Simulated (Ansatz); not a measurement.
Elements on the sites of an ideal diamond lattice, at a guessed lattice constant:

```
CELL_PARAMETERS angstrom
-4.07101 -4.07101 0.00000
0.00000 4.07101 4.07101
-4.07101 4.07101 -4.07101
ATOMIC_POSITIONS crystal
C 0.50000 0.00000 0.00000
C 0.00000 0.00000 0.00000
C 0.83333 0.16667 0.66667
C 0.66667 0.33333 0.33333
C 0.50000 0.50000 0.00000
C 0.00000 0.50000 0.00000
C 0.33333 0.66667 0.66667
C 0.66667 0.83333 0.33333
C 0.16667 0.83333 0.33333
C 0.33333 0.16667 0.91667
C 0.83333 0.16667 0.91667
C 0.66667 0.33333 0.58333
C 0.16667 0.33333 0.58333
C 0.50000 0.50000 0.25000
C 0.33333 0.66667 0.91667
C 0.16667 0.83333 0.58333
C 0.50000 0.00000 0.25000
C 0.00000 0.00000 0.25000
Si 0.33333 0.16667 0.66667
Si 0.16667 0.33333 0.33333
Si 0.83333 0.66667 0.66667
Si 0.00000 0.50000 0.25000
Si 0.83333 0.66667 0.91667
Si 0.66667 0.83333 0.58333
```

Cell and atoms were relaxed without symmetry on coarser meshes and computed once more. These are results of DFT PBEsol, scalar-relativistic, plane waves, PAW (Ansatz), not measurements.

Plane waves to 420 eV, a k mesh through Γ of 7×7×5 on the computed 24-atom cell and Gaussian smearing (0.02 eV); no spin polarisation.

The relaxation ran on 3×3×2 (shifted) and then 4×4×3 k points with a smearing of 0.1 eV, from sites shaken by 0.02 Å.

Task: What does the relaxation give?

Result: A volume of 8.12 Å³/atom and a gap on the mesh of 0.59 eV. It lies 0.70 eV/atom above the elements' standard states (static lattices, no corrections for gases). The atoms leave their sites by 0.19 Å (root mean square) and 0.37 Å at most, and the cell stretches by up to 0.8 % at fixed volume.

```xyz
24
Lattice="-4.0044 -4.0542 0.0110 -0.0109 4.0541 4.0044 -3.9912 4.0520 -3.9914" Properties=species:S:1:pos:R:3 pbc="T T T"
C    -2.0055   -1.9308   -0.0051
C    -0.1251    0.1210    0.0420
C    -6.1183    0.0772   -1.9777
C    -3.8646   -0.0577   -0.0706
C    -1.9587    0.1209    1.8755
C    -3.9814    5.9109   -1.9807
C    -3.9894    4.1314   -0.1130
C    -3.8570    1.9157    2.1588
C    -2.0821    3.9964    2.1403
C    -5.1120    3.2103   -3.1114
C    -7.0261    1.0518   -2.9391
C    -4.9109    0.7661   -1.0353
C    -3.1102    3.3237   -1.1094
C    -3.0202    0.9933    1.0758
C    -4.9508    5.1062   -1.0208
C    -3.0471    4.8203    1.0942
C    -2.9066   -1.0742   -0.9061
C    -4.9400    0.9933    2.9957
Si   -4.0706    2.0735   -2.0698
Si   -2.1755    2.0235   -0.1748
Si   -5.9316    1.6702    0.0845
Si   -4.9216   -0.9634    1.0943
Si   -7.0317    3.1388   -1.0159
Si   -4.8685    3.1053    1.1475
```

The gap is read on a mesh, which can miss the band edges, so it can be too wide.

Cost: 2 runs of about 6.8 core-minutes in all (earlier runs that led there not counted), on Arm Neoverse V2 (shared hosts).